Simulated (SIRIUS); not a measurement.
Crystal: WC (Qusongite).

```
W C
1.0
     2.90650    0.00000    0.00000
    -1.45325    2.51710    0.00000
     0.00000    0.00000    2.83660
W C
1 1
Cartesian
  0.0000 0.0000 0.0000
  1.4533 0.8390 1.4183
```

| Property | Result |
| --- | --- |
| Program | SIRIUS 7.12.0 |
| Task | relaxation of cell and atoms |
| Functional | PBEsol |
| Dispersion | D4 |
| Potentials or basis | PseudoDojo 0.4.1 PBE standard (scalar relativistic) |
| Cutoff | 1127 eV |
| Density cutoff | 4507 eV |
| k mesh | 5 × 5 × 5 |
| Occupations | fermi-dirac, width 0.05 eV |
| Spin | no spin polarisation |

At the start: pressure -6.1 GPa; volume 10.38 Å³/atom.

Q: Where does the relaxation end?

A: Over 3 steps the energy falls by 3.1 meV/atom and the volume is 10.22 Å³/atom (-1.5 %); space group P-6m2 (No. 187, to 0.05 Å).

Step by step:
| step | energy change (eV) | largest force (eV/Å) | pressure (GPa) | volume (Å³) |
| --- | --- | --- | --- | --- |
| 1 | 0.0000 | 0.0000 | -6.06 | 20.75 |
| 2 | -0.0051 | 0.0000 | -2.59 | 20.58 |
| 3 | -0.0062 | 0.0000 | 0.10 | 20.45 |

Final structure:
```
W C
1.0
     2.89571    0.00000    0.00000
    -1.44786    2.50776    0.00000
     0.00000    0.00000    2.81605
W C
1 1
Direct
  0.00000 0.00000 0.00000
  0.66667 0.33333 0.50000
```

Caveat: the k mesh is coarse (spacing up to 0.50 Å⁻¹), so the values aren't converged; the potentials were made for another functional, which shifts forces and pressure; pairwise dispersion overbinds metals, which lowers pressure and volume.
